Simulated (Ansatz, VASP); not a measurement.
## One calculation of CoO, two programs

Contents of INCAR:

```
SYSTEM = CoO
  PREC = Accurate
  ENCUT = 520
  EDIFF = 1E-6
  ISMEAR = -1
  SIGMA = 0.05
  LREAL = .False.
  LASPH = .True.
  NELM = 150
  ALGO = Normal
  ISIF = 2
  LWAVE = .False.
  LCHARG = .False.
  ISPIN = 2
  MAGMOM = 2 0
  LORBIT = 11
  LMAXMIX = 4
  GGA = PS
  NBANDS = 18
```

The input KPOINTS:

```
Automatic mesh
0
Gamma
  16 16 16
  0 0 0
```

POSCAR

```
CoO
1.0
    0.0000000000      2.1456163054      2.1456163054
    2.1456163054      0.0000000000      2.1456163054
    2.1456163054      2.1456163054      0.0000000000
Co O
1 1
Direct
    0.0000000000      0.0000000000      0.0000000000
    0.5000000000      0.5000000000      0.5000000000
```

Input for Ansatz:

```yaml
crystal:
  lattice:
    - [0.0, 2.1456163054, 2.1456163054]
    - [2.1456163054, 0.0, 2.1456163054]
    - [2.1456163054, 2.1456163054, 0.0]
  atoms:
    - { symbol: Co, position: [0.0, 0.0, 0.0], spin: 2.0 }
    - { symbol: O, position: [0.5, 0.5, 0.5] }
magnetization:
  spin_polarized: true
kpoints:
  mp_grid: { grid: [16, 16, 16] }
scf:
  occupations: { method: fermi_dirac, width: 0.05 }
hamiltonian:
  xc: pbesol
  pseudopotentials: { kind: all_electron, lapw: { basis_error: 0.0005 } }
output:
  forces: true
  stress: true
  eigenvalues: true
```

Change from the starting cell: volume scaled by 1.02.

Alike in both runs: task single point; functional PBEsol; k mesh 16 × 16 × 16; occupations fermi-dirac, width 0.05 eV; collinear spin.

|  | VASP | Ansatz |
| --- | --- | --- |
| version | VASP 6.6.1 | Ansatz 0.2.0 |
| potentials or method | VASP PAW PBE potentials, release 64 (Co, O) | all-electron LAPW, scalar-relativistic |
| plane-wave cutoff (eV) | 520 | see its input |

Ansatz gave:

- pressure (GPa): -13.7
- net moment per atom (μB): 1.49
- size of the moment on the site where the two differ most (μB): 2.62

Problem. Which values does VASP return?

Solution. Pressure (GPa): -14.3; net moment per atom (μB): 1.49; size of the moment on the site where the two differ most (μB): 2.59.

Site moments also hang on the region over which each program counts them. Ansatz ran all-electron here, so the differences hold the error of VASP's frozen core and of both bases.

Caveats: the PAW data sets were made with another functional, which shifts forces and pressure a little (VASP); a cell with one magnetic atom can't hold antiferromagnetic order, which such compounds often take; semilocal functionals often make such compounds metallic where correlation or magnetic order opens a gap, which also shifts bond lengths.
